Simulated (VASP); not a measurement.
**LiCl in VASP 6.6.1, single-point calculation**

INCAR

```
NSW = 0
NELM = 74
LWAVE = .FALSE.
LREAL = .FALSE.
SIGMA = 0.05
IBRION = -1
ISMEAR = 0
PREC = Accurate
NBANDS = 18
LASPH = .TRUE.
ISIF = 2
GGA = PE
EDIFF = 1E-7
LCHARG = .FALSE.
ENCUT = 520
```

KPOINTS

```
KPOINTS created by Atomic Simulation Environment
0
Gamma
12 12 4
0 0 0
```

POSCAR

```
Li Cl
 1.0000000000000000
     3.8937403927024352    0.0000000000000000   -0.0000000000000000
    -1.9468701963512176    3.3720780958219057    0.0000000000000000
    -0.0000000000000000   -0.0000000000000000    6.2258774254657476
 Li  Cl
   2   2
Cartesian
  1.9468701963512176  1.1240260319406350  5.4667944935873090
 -0.0000000000000000  2.2480520638812700  2.3538557808544356
  1.9468701963512176  1.1240260319406350  3.0937931923055180
 -0.0000000000000000  2.2480520638812700  6.2067319050383922
```

The recommended PBE PAW datasets give the neutral cell 20 valence electrons.

Command

```
mpirun -np 1 vasp_std
```

OSZICAR

```
N       E                     dE             d eps       ncg     rms          rms(c)
DAV:   1     0.131715067912E+03    0.13172E+03   -0.89377E+03  2052   0.107E+03
DAV:   2     0.198482652464E+00   -0.13152E+03   -0.12671E+03  2544   0.236E+02
DAV:   3    -0.146033693041E+02   -0.14802E+02   -0.14736E+02  3526   0.676E+01
DAV:   4    -0.150642473188E+02   -0.46088E+00   -0.45915E+00  3096   0.135E+01
DAV:   5    -0.150928001639E+02   -0.28553E-01   -0.28543E-01  3214   0.267E+00    0.327E+00
DAV:   6    -0.148389257624E+02    0.25387E+00   -0.44334E-01  2476   0.310E+00    0.246E+00
DAV:   7    -0.148433153413E+02   -0.43896E-02   -0.15118E-01  2688   0.179E+00    0.149E+00
DAV:   8    -0.148664451353E+02   -0.23130E-01   -0.28391E-02  2300   0.109E+00    0.284E-01
DAV:   9    -0.148665634163E+02   -0.11828E-03   -0.12030E-03  3034   0.219E-01    0.906E-02
DAV:  10    -0.148677798455E+02   -0.12164E-02   -0.14358E-03  2198   0.217E-01    0.270E-02
DAV:  11    -0.148677930796E+02   -0.13234E-04   -0.24547E-05  2906   0.323E-02    0.679E-03
DAV:  12    -0.148678044128E+02   -0.11333E-04   -0.97134E-06  2236   0.187E-02    0.239E-03
DAV:  13    -0.148678048639E+02   -0.45116E-06   -0.58101E-07  2882   0.441E-03    0.924E-04
DAV:  14    -0.148678047689E+02    0.95042E-07   -0.29084E-08  2008   0.142E-03
   1 F= -.14867805E+02 E0= -.14867805E+02  d E =-.276616E-19
```

From OUTCAR

```
k-points           NKPTS =     57   k-points in BZ     NKDIM =     57   number of bands    NBANDS=     18

   NELECT =      20.0000    total number of electrons

   dimension x,y,z NGX =    30 NGY =   30 NGZ =   48
   dimension x,y,z NGXF=    60 NGYF=   60 NGZF=   96

  energy-cutoff  :      520.00
  volume of cell :       81.75
      direct lattice vectors                 reciprocal lattice vectors
     3.893740393  0.000000000  0.000000000     0.256822464  0.148276518  0.000000000
    -1.946870196  3.372078096  0.000000000     0.000000000  0.296553037  0.000000000
     0.000000000  0.000000000  6.225877425     0.000000000  0.000000000  0.160619931

 k-points in reciprocal lattice and weights: KPOINTS created by Atomic Simulation Env
   0.00000000  0.00000000  0.00000000       0.002
   0.08333333  0.00000000  0.00000000       0.010
   0.16666667  0.00000000  0.00000000       0.010
   0.25000000  0.00000000  0.00000000       0.010
   0.33333333  0.00000000  0.00000000       0.010
   0.41666667  0.00000000  0.00000000       0.010
   0.50000000  0.00000000  0.00000000       0.005
   0.08333333  0.08333333  0.00000000       0.010
   ...

 E-fermi :  -0.7969

 k-point     1 :       0.0000    0.0000    0.0000
  band No.  band energies     occupation
      1     -43.9910      2.00000
      2     -43.9895      2.00000
      3     -13.8891      2.00000
      4     -13.5659      2.00000
      5      -3.2056      2.00000
      6      -1.5103      2.00000
      7      -1.5103      2.00000
      8      -1.1749      2.00000
      9      -1.1749      2.00000
     10      -1.0933      2.00000
     11       4.9336      0.00000
     12       7.1560      0.00000
     13       8.8721      0.00000
     14       8.8721      0.00000
     15       9.3975      0.00000
     16       9.8266      0.00000
     17       9.8266      0.00000
     18       9.9725      0.00000

 k-point     2 :       0.0833    0.0000    0.0000
  band No.  band energies     occupation
      1     -43.9909      2.00000
      2     -43.9894      2.00000
      3     -13.8731      2.00000
      4     -13.5590      2.00000
      5      -3.1685      2.00000
      6      -1.6162      2.00000
      7      -1.5538      2.00000
      8      -1.2973      2.00000
      9      -1.1906      2.00000
     10      -1.1149      2.00000
     11       5.1008      0.00000
     12       7.3185      0.00000
     13       8.8142      0.00000
     14       8.9916      0.00000
     15       9.4593      0.00000
     16       9.5354      0.00000
     17       9.9703      0.00000
     18      10.1056      0.00000

 k-point     3 :       0.1667    0.0000    0.0000
  band No.  band energies     occupation
      1     -43.9907      2.00000
      2     -43.9892      2.00000
      3     -13.8282      2.00000
      4     -13.5410      2.00000
      5      -3.0618      2.00000
      6      -1.9004      2.00000
      7      -1.6641      2.00000
      8      -1.5934      2.00000
      9      -1.2379      2.00000
     10      -1.1800      2.00000
     11       5.5270      0.00000
     12       7.6774      0.00000
     13       8.7408      0.00000
     14       8.9409      0.00000
     15       9.2709      0.00000
     16       9.7753      0.00000
     17      10.0576      0.00000
     18      10.3654      0.00000

 ...

  Total        0.3059469      0.3059469      0.3058814      0.0000000      0.0000000      0.0000000
  in kB        5.9964113      5.9964113      5.9951279      0.0000000      0.0000000      0.0000000
  external PRESSURE =       5.9959835 kB  Pullay stress =       0.0000000 kB

 POSITION                                       TOTAL-FORCE (eV/Angst)
 -----------------------------------------------------------------------------------
      1.94687      1.12403      5.46679        -0.000000     -0.000000      0.001087
      0.00000      2.24805      2.35386         0.000000     -0.000000      0.001087
      1.94687      1.12403      3.09379        -0.000000     -0.000000     -0.001087
      0.00000      2.24805      6.20673         0.000000      0.000000     -0.001087
 -----------------------------------------------------------------------------------
    total drift:                               -0.000000     -0.000000      0.000211

  FREE ENERGIE OF THE ION-ELECTRON SYSTEM (eV)
  ---------------------------------------------------
  free  energy   TOTEN  =       -14.8678047689 eV

  energy  without entropy=      -14.8678047689  energy(sigma->0) =      -14.86780477
```

It converged. Results: gap between bands v and c on the k mesh 6.03 eV; least direct gap on the k mesh 6.03 eV; pressure 0.6 GPa. Band v is the last that the valence electrons fill when counted band by band, and c is the next.

For comparison, a separate PBE run of the intended cell, on usual settings and not on those above, gives a gap of 6.03 eV on its mesh and a pressure of 0.6 GPa.

The run above took about 75 s on one core of a shared host (Intel Xeon Platinum 8488C) and held 0.22 GiB at most.
